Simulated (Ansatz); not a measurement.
# GaAs: the cost of one run

Method: DFT LDA, scalar-relativistic, in Ansatz 0.2.0.

## (1) Starting point

It takes space group F-43m (No. 216, cubic). Conventional cell: a = 5.654 Å, b = 5.654 Å, c = 5.654 Å, α = 90.00°, β = 90.00°, γ = 90.00°. Ga (site symmetry -43m) has 4 As at 2.45 Å as nearest neighbours. As (site symmetry -43m) has 4 Ga at 2.45 Å as nearest neighbours.

Coordinates:

```
Ga As
1.0
     0.00000    2.82685    2.82685
     2.82685    0.00000    2.82685
     2.82685    2.82685    0.00000
Ga As
1 1
Cartesian
  0.0000 0.0000 0.0000
  4.2403 4.2403 4.2403
```

Atoms are numbered in the order of the input: Ga1, As2.

## (2) The deformed structure

Space group F-43m before, I-4m2 after.

## (3) Full-potential LAPW

File input.yaml:

```yaml
crystal:
  lattice:
    - [0.0, 2.82685, 2.7420445]
    - [2.82685, 0.0, 2.7420445]
    - [2.82685, 2.82685, 0.0]
  atoms:
    - { symbol: Ga, position: [0.0, 0.0, 0.0] }
    - { symbol: As, position: [0.75, 0.75, 0.75] }
kpoints:
  mp_grid: { grid: [11, 11, 11] }
  band_path:
    path:
      - [0.0, 0.0, 0.0]
      - [0.0, 0.5, 0.5]
      - [0.25, 0.75, 0.5]
      - [0.0, 0.5, 0.0]
      - [0.0, 0.0, 0.0]
      - [0.5, 0.5, 0.0]
      - [0.3828515251, 0.6171484749, 0.0]
      - [-0.3828515251, 0.3828515251, 0.0]
      - [0.0, 0.0, 0.0]
    npoints: 5
scf:
  occupations: { method: fermi_dirac, width: 0.05 }
hamiltonian:
  xc: lda
  pseudopotentials: { kind: all_electron, lapw: { basis_error: 0.0005 } }
output:
  forces: true
  stress: true
  eigenvalues: true
```

Launch:

```console
> ansatz run input.yaml --threads 1 --pin off --max-ram 3072MiB --backend cpu --events-out ev --progress --plain --runs-dir out
```

Q: Estimate wall time and peak memory on 1 thread of Intel Xeon 6975P-C (Granite Rapids), shared host.

About 33 s, with a peak of 0.62 GiB.
